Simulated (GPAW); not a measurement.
# TePb (Pm-3m) in GPAW: further runs

The runs below take TePb through relaxation of cell and atoms, single point, with revPBE+D4, BLYP+D3(BJ), BLYP+D4, PBE.

Program: GPAW 26.7.0. These are calculated values, not measurements. Logs are shortened: lines on timing, memory, paths and dates and some standing lists are left out, and cuts for length are marked. The log counts tension as positive stress, the text compression.

### 1 The crystal as given

Symmetry: Pm-3m, No. 221, cubic system. Conventional cell: a = 4.002 Å, b = 4.002 Å, c = 4.002 Å, α = 90.00°, β = 90.00°, γ = 90.00°. Pb (site symmetry m-3m) is surrounded by 8 Te at 3.47 Å. Te (site symmetry m-3m) has 8 Pb at 3.47 Å as nearest neighbours.

Measurements of this composition are mostly on another form, of space group No. 225.

### 2 Relaxation of cell and atoms, revPBE+D4

Input file run.py:

```python
from ase.calculators.mixing import SumCalculator
from ase.filters import FrechetCellFilter
from ase.io import read, write
from ase.optimize import BFGS
from dftd4.ase import DFTD4
from gpaw import GPAW, PW

atoms = read('TePb.xyz')

calc = GPAW(mode=PW(600),
            xc='revPBE',
            kpts={'size': (7, 7, 7), 'gamma': True},
            occupations={'name': 'fermi-dirac', 'width': 0.05},
            nbands=19,
            convergence={'density': 1e-05, 'forces': 0.0001},
            maxiter=150,
            txt='gpaw.txt')
atoms.calc = SumCalculator([calc, DFTD4(method='revpbe')])
opt = BFGS(FrechetCellFilter(atoms), trajectory='relax.traj', logfile='-')
done = opt.run(fmax=0.02, steps=40)
calc.write('gs.gpw')
write('result.traj', atoms)
print('Converged:', done)
print('Cell:', atoms.cell.cellpar().round(4))
print('Volume:', round(atoms.get_volume(), 4))
print(atoms.get_scaled_positions().round(5))
```

Input file TePb.xyz:

```xyz
2
Lattice="4.0022870000 0.0000000000 0.0000000000 0.0000000000 4.0022870000 0.0000000000 0.0000000000 0.0000000000 4.0022870000" Properties=species:S:1:pos:R:3 pbc="T T T"
Pb     0.0000000000      0.0000000000      0.0000000000
Te     2.0011435000      2.0011435000      2.0011435000
```

Potentials or basis: the program's PAW data sets (release 1.2.1) made for this functional, pw.

Command:

```
$ OMP_NUM_THREADS=1 python run.py
```

gpaw.txt:

```text
__  _  _
 | _ |_)|_||  |
 |__||  | ||/\| - 26.7.0

Input parameters:
  mode=PW(ecut=600.0),
  convergence={'density': 1e-05, 'forces': 0.0001},
  kpts=MonkhorstPack(size=(7, 7, 7), gamma=True),
  maxiter=150,
  nbands=19,
  occupations=Occupations(name='fermi-dirac', width=0.05),
  xc=XC(name='revPBE')

Diagonalizing LCAO Hamiltonian
Converting LCAO to pw mode
   .---------.
  /|         |
 * |         |
 | |         |
 | |   Te    |
 | .---------.
 |/         /
 Pb--------*

Atoms  # Å, Bohr magnetons
|   | symbol |        x |        y |        z |    initial magnetic moments |
|---|--------|----------|----------|----------|-----------------------------|
| 0 |     Pb | 0.000000 | 0.000000 | 0.000000 | ( 0.0000,  0.0000,  0.0000) |
| 1 |     Te | 2.001143 | 2.001143 | 2.001143 | ( 0.0000,  0.0000,  0.0000) |

Unit cell  # Å
| periodic |        x |        y |        z |  lengths |    angles |
|----------|----------|----------|----------|----------|-----------|
|      yes | 4.002287 | 0.000000 | 0.000000 | 4.002287 | 90.000000 |
|      yes | 0.000000 | 4.002287 | 0.000000 | 4.002287 | 90.000000 |
|      yes | 0.000000 | 0.000000 | 4.002287 | 4.002287 | 90.000000 |

Number of symmetries: 48
Symmetry operations  # r_c * U_cc + t_c -> r_c
|    | kind |            matrix            |
|----|------|------------------------------|
|  0 |  E   |  1, 0, 0,  0, 1, 0,  0, 0, 1 |
|  1 |  σ   |  1, 0, 0,  0, 1, 0,  0, 0,-1 |
|  2 |  σ   |  1, 0, 0,  0, 0, 1,  0, 1, 0 |
|  3 |  C4  |  1, 0, 0,  0, 0, 1,  0,-1, 0 |
|  4 |  C4  |  1, 0, 0,  0, 0,-1,  0, 1, 0 |
|  5 |  σ   |  1, 0, 0,  0, 0,-1,  0,-1, 0 |
|  6 |  σ   |  1, 0, 0,  0,-1, 0,  0, 0, 1 |
|  7 |  C2  |  1, 0, 0,  0,-1, 0,  0, 0,-1 |
|  8 |  σ   |  0, 1, 0,  1, 0, 0,  0, 0, 1 |
[... 229 lines left out ...]
No gap
No difference between direct/indirect transitions

Stress tensor  # eV/Ang^3
|         x |         y |         z |
|-----------|-----------|-----------|
| -0.005321 | -0.000000 |  0.000000 |
| -0.000000 | -0.005321 |  0.000000 |
|  0.000000 |  0.000000 | -0.005321 |

Forces  # eV/Ang
|        x |        y |        z |
|----------|----------|----------|
| -0.00000 | -0.00000 | -0.00000 |  # Pb   0
| -0.00000 | -0.00000 |  0.00000 |  # Te   1

Interpolating wave functions to new cell

              Te

       Pb

Atoms  # Å, Bohr magnetons
|   | symbol |         x |         y |         z |    initial magnetic moments |
|---|--------|-----------|-----------|-----------|-----------------------------|
| 0 |     Pb | -0.000000 | -0.000000 | -0.000000 | ( 0.0000,  0.0000,  0.0000) |
| 1 |     Te |  2.017420 |  2.017420 |  2.017420 | ( 0.0000,  0.0000,  0.0000) |

Unit cell  # Å
| periodic |        x |        y |        z |  lengths |    angles |
|----------|----------|----------|----------|----------|-----------|
|      yes | 4.034839 | 0.000000 | 0.000000 | 4.034839 | 90.000000 |
|      yes | 0.000000 | 4.034839 | 0.000000 | 4.034839 | 90.000000 |
|      yes | 0.000000 | 0.000000 | 4.034839 | 4.034839 | 90.000000 |

Number of symmetries: 48
Symmetry operations  # r_c * U_cc + t_c -> r_c
|    | kind |            matrix            |
|----|------|------------------------------|
|  0 |  E   |  1, 0, 0,  0, 1, 0,  0, 0, 1 |
|  1 |  σ   |  1, 0, 0,  0, 1, 0,  0, 0,-1 |
|  2 |  σ   |  1, 0, 0,  0, 0, 1,  0, 1, 0 |
|  3 |  C4  |  1, 0, 0,  0, 0, 1,  0,-1, 0 |
|  4 |  C4  |  1, 0, 0,  0, 0,-1,  0, 1, 0 |
|  5 |  σ   |  1, 0, 0,  0, 0,-1,  0,-1, 0 |
|  6 |  σ   |  1, 0, 0,  0,-1, 0,  0, 0, 1 |
|  7 |  C2  |  1, 0, 0,  0,-1, 0,  0, 0,-1 |
|  8 |  σ   |  0, 1, 0,  1, 0, 0,  0, 0, 1 |
[... 228 lines left out ...]
No gap
No difference between direct/indirect transitions

Stress tensor  # eV/Ang^3
|        x |        y |        z |
|----------|----------|----------|
| 0.000584 | 0.000000 | 0.000000 |
| 0.000000 | 0.000584 | 0.000000 |
| 0.000000 | 0.000000 | 0.000584 |

Forces  # eV/Ang
|       x |        y |       z |
|---------|----------|---------|
| 0.00000 | -0.00000 | 0.00000 |  # Pb   0
| 0.00000 |  0.00000 | 0.00000 |  # Te   1

Interpolating wave functions to new cell

              Te

       Pb

Atoms  # Å, Bohr magnetons
|   | symbol |         x |         y |         z |    initial magnetic moments |
|---|--------|-----------|-----------|-----------|-----------------------------|
| 0 |     Pb | -0.000000 | -0.000000 | -0.000000 | ( 0.0000,  0.0000,  0.0000) |
| 1 |     Te |  2.012166 |  2.012166 |  2.012166 | ( 0.0000,  0.0000,  0.0000) |

Unit cell  # Å
| periodic |        x |        y |        z |  lengths |    angles |
|----------|----------|----------|----------|----------|-----------|
|      yes | 4.024331 | 0.000000 | 0.000000 | 4.024331 | 90.000000 |
|      yes | 0.000000 | 4.024331 | 0.000000 | 4.024331 | 90.000000 |
|      yes | 0.000000 | 0.000000 | 4.024331 | 4.024331 | 90.000000 |

Number of symmetries: 48
Symmetry operations  # r_c * U_cc + t_c -> r_c
|    | kind |            matrix            |
|----|------|------------------------------|
|  0 |  E   |  1, 0, 0,  0, 1, 0,  0, 0, 1 |
|  1 |  σ   |  1, 0, 0,  0, 1, 0,  0, 0,-1 |
|  2 |  σ   |  1, 0, 0,  0, 0, 1,  0, 1, 0 |
|  3 |  C4  |  1, 0, 0,  0, 0, 1,  0,-1, 0 |
|  4 |  C4  |  1, 0, 0,  0, 0,-1,  0, 1, 0 |
|  5 |  σ   |  1, 0, 0,  0, 0,-1,  0,-1, 0 |
|  6 |  σ   |  1, 0, 0,  0,-1, 0,  0, 0, 1 |
|  7 |  C2  |  1, 0, 0,  0,-1, 0,  0, 0,-1 |
|  8 |  σ   |  0, 1, 0,  1, 0, 0,  0, 0, 1 |
[... 228 lines left out ...]
No gap
No difference between direct/indirect transitions

Stress tensor  # eV/Ang^3
|         x |         y |         z |
|-----------|-----------|-----------|
| -0.001258 |  0.000000 |  0.000000 |
|  0.000000 | -0.001258 |  0.000000 |
|  0.000000 |  0.000000 | -0.001258 |

Forces  # eV/Ang
|       x |       y |        z |
|---------|---------|----------|
| 0.00000 | 0.00000 | -0.00000 |  # Pb   0
| 0.00000 | 0.00000 |  0.00000 |  # Te   1

Interpolating wave functions to new cell

              Te

       Pb

Atoms  # Å, Bohr magnetons
|   | symbol |        x |         y |        z |    initial magnetic moments |
|---|--------|----------|-----------|----------|-----------------------------|
| 0 |     Pb | 0.000000 | -0.000000 | 0.000000 | ( 0.0000,  0.0000,  0.0000) |
| 1 |     Te | 2.005250 |  2.005250 | 2.005250 | ( 0.0000,  0.0000,  0.0000) |

Unit cell  # Å
| periodic |        x |        y |        z |  lengths |    angles |
|----------|----------|----------|----------|----------|-----------|
|      yes | 4.010499 | 0.000000 | 0.000000 | 4.010499 | 90.000000 |
|      yes | 0.000000 | 4.010499 | 0.000000 | 4.010499 | 90.000000 |
|      yes | 0.000000 | 0.000000 | 4.010499 | 4.010499 | 90.000000 |

Number of symmetries: 48
Symmetry operations  # r_c * U_cc + t_c -> r_c
|    | kind |            matrix            |
|----|------|------------------------------|
|  0 |  E   |  1, 0, 0,  0, 1, 0,  0, 0, 1 |
|  1 |  σ   |  1, 0, 0,  0, 1, 0,  0, 0,-1 |
|  2 |  σ   |  1, 0, 0,  0, 0, 1,  0, 1, 0 |
|  3 |  C4  |  1, 0, 0,  0, 0, 1,  0,-1, 0 |
|  4 |  C4  |  1, 0, 0,  0, 0,-1,  0, 1, 0 |
|  5 |  σ   |  1, 0, 0,  0, 0,-1,  0,-1, 0 |
|  6 |  σ   |  1, 0, 0,  0,-1, 0,  0, 0, 1 |
|  7 |  C2  |  1, 0, 0,  0,-1, 0,  0, 0,-1 |
|  8 |  σ   |  0, 1, 0,  1, 0, 0,  0, 0, 1 |
[... 228 lines left out ...]
No gap
No difference between direct/indirect transitions

Stress tensor  # eV/Ang^3
|         x |         y |         z |
|-----------|-----------|-----------|
| -0.003775 | -0.000000 |  0.000000 |
| -0.000000 | -0.003775 |  0.000000 |
|  0.000000 |  0.000000 | -0.003775 |

Forces  # eV/Ang
|        x |        y |        z |
|----------|----------|----------|
| -0.00000 | -0.00000 | -0.00000 |  # Pb   0
| -0.00000 | -0.00000 |  0.00000 |  # Te   1

Interpolating wave functions to new cell

              Te

       Pb

Atoms  # Å, Bohr magnetons
|   | symbol |        x |         y |        z |    initial magnetic moments |
|---|--------|----------|-----------|----------|-----------------------------|
| 0 |     Pb | 0.000000 | -0.000000 | 0.000000 | ( 0.0000,  0.0000,  0.0000) |
| 1 |     Te | 2.009412 |  2.009412 | 2.009412 | ( 0.0000,  0.0000,  0.0000) |

Unit cell  # Å
| periodic |        x |        y |        z |  lengths |    angles |
|----------|----------|----------|----------|----------|-----------|
|      yes | 4.018823 | 0.000000 | 0.000000 | 4.018823 | 90.000000 |
|      yes | 0.000000 | 4.018823 | 0.000000 | 4.018823 | 90.000000 |
|      yes | 0.000000 | 0.000000 | 4.018823 | 4.018823 | 90.000000 |

Number of symmetries: 48
Symmetry operations  # r_c * U_cc + t_c -> r_c
|    | kind |            matrix            |
|----|------|------------------------------|
|  0 |  E   |  1, 0, 0,  0, 1, 0,  0, 0, 1 |
|  1 |  σ   |  1, 0, 0,  0, 1, 0,  0, 0,-1 |
|  2 |  σ   |  1, 0, 0,  0, 0, 1,  0, 1, 0 |
|  3 |  C4  |  1, 0, 0,  0, 0, 1,  0,-1, 0 |
|  4 |  C4  |  1, 0, 0,  0, 0,-1,  0, 1, 0 |
|  5 |  σ   |  1, 0, 0,  0, 0,-1,  0,-1, 0 |
|  6 |  σ   |  1, 0, 0,  0,-1, 0,  0, 0, 1 |
|  7 |  C2  |  1, 0, 0,  0,-1, 0,  0, 0,-1 |
|  8 |  σ   |  0, 1, 0,  1, 0, 0,  0, 0, 1 |
[... 228 lines left out ...]
No gap
No difference between direct/indirect transitions

Stress tensor  # eV/Ang^3
|         x |         y |         z |
|-----------|-----------|-----------|
| -0.002248 | -0.000000 |  0.000000 |
| -0.000000 | -0.002248 |  0.000000 |
|  0.000000 |  0.000000 | -0.002248 |

Forces  # eV/Ang
|       x |       y |        z |
|---------|---------|----------|
| 0.00000 | 0.00000 | -0.00000 |  # Pb   0
| 0.00000 | 0.00000 |  0.00000 |  # Te   1

Interpolating wave functions to new cell

              Te

       Pb

Atoms  # Å, Bohr magnetons
|   | symbol |        x |         y |        z |    initial magnetic moments |
|---|--------|----------|-----------|----------|-----------------------------|
| 0 |     Pb | 0.000000 | -0.000000 | 0.000000 | ( 0.0000,  0.0000,  0.0000) |
| 1 |     Te | 2.008786 |  2.008786 | 2.008786 | ( 0.0000,  0.0000,  0.0000) |

Unit cell  # Å
| periodic |        x |        y |         z |  lengths |    angles |
|----------|----------|----------|-----------|----------|-----------|
|      yes | 4.017572 | 0.000000 | -0.000000 | 4.017572 | 90.000000 |
|      yes | 0.000000 | 4.017572 |  0.000000 | 4.017572 | 90.000000 |
|      yes | 0.000000 | 0.000000 |  4.017572 | 4.017572 | 90.000000 |

Number of symmetries: 48
Symmetry operations  # r_c * U_cc + t_c -> r_c
|    | kind |            matrix            |
|----|------|------------------------------|
|  0 |  E   |  1, 0, 0,  0, 1, 0,  0, 0, 1 |
|  1 |  σ   |  1, 0, 0,  0, 1, 0,  0, 0,-1 |
|  2 |  σ   |  1, 0, 0,  0, 0, 1,  0, 1, 0 |
|  3 |  C4  |  1, 0, 0,  0, 0, 1,  0,-1, 0 |
|  4 |  C4  |  1, 0, 0,  0, 0,-1,  0, 1, 0 |
|  5 |  σ   |  1, 0, 0,  0, 0,-1,  0,-1, 0 |
|  6 |  σ   |  1, 0, 0,  0,-1, 0,  0, 0, 1 |
|  7 |  C2  |  1, 0, 0,  0,-1, 0,  0, 0,-1 |
|  8 |  σ   |  0, 1, 0,  1, 0, 0,  0, 0, 1 |
[... 226 lines left out ...]
No gap
No difference between direct/indirect transitions

Stress tensor  # eV/Ang^3
|         x |         y |         z |
|-----------|-----------|-----------|
| -0.002475 | -0.000000 |  0.000000 |
| -0.000000 | -0.002475 |  0.000000 |
|  0.000000 |  0.000000 | -0.002475 |

Forces  # eV/Ang
|       x |        y |       z |
|---------|----------|---------|
| 0.00000 | -0.00000 | 0.00000 |  # Pb   0
| 0.00000 | -0.00000 | 0.00000 |  # Te   1

# Writing to gs.gpw (mode='')
```

It took 81 s on 1 thread of Arm Neoverse V1, shared host; peak memory 0.22 GiB.

Results:

* Free energy: -8.1795 eV
* Relaxed volume: 32.42 Å³/atom
* Relaxed cell: a = 4.018 Å, b = 4.018 Å, c = 4.018 Å, α = 90.00°, β = 90.00°, γ = 90.00°
* Space group after relaxing (to 0.05 Å): Pm-3m (No. 221)
* Energy gained by relaxing: 6.2 meV/atom
* Ionic steps: 6
* Pressure after relaxing: -0.1 GPa
* Band gap on the k mesh: none (metal or under the smearing width)
* Dispersion energy per atom: -0.726 eV

The path:
```csv
step,energy change (eV),largest force (eV/Å),pressure (GPa),volume (Å³)
1,0.0000,0.0000,5.67,64.11
2,-0.0041,0.0000,-2.63,65.69
3,-0.0108,0.0000,-1.51,65.18
4,-0.0100,0.0000,2.30,64.51
5,-0.0123,0.0000,-0.40,64.91
6,-0.0124,0.0000,-0.08,64.85
```

Final structure:
```yaml
crystal:
  lattice:
    - [4.01757, 0.00000, 0.00000]
    - [0.00000, 4.01757, 0.00000]
    - [0.00000, 0.00000, 4.01757]
  atoms:
    - { symbol: Pb, position: [0.00000, 0.00000, 0.00000] }
    - { symbol: Te, position: [0.50000, 0.50000, 0.50000] }
```

Caveat: later steps reuse the first step's grids; pairwise dispersion overbinds metals, which lowers pressure and volume. The run has no spin-orbit coupling, so splittings on Pb, Te are missing.

(Part 1 of 2 ends here.)
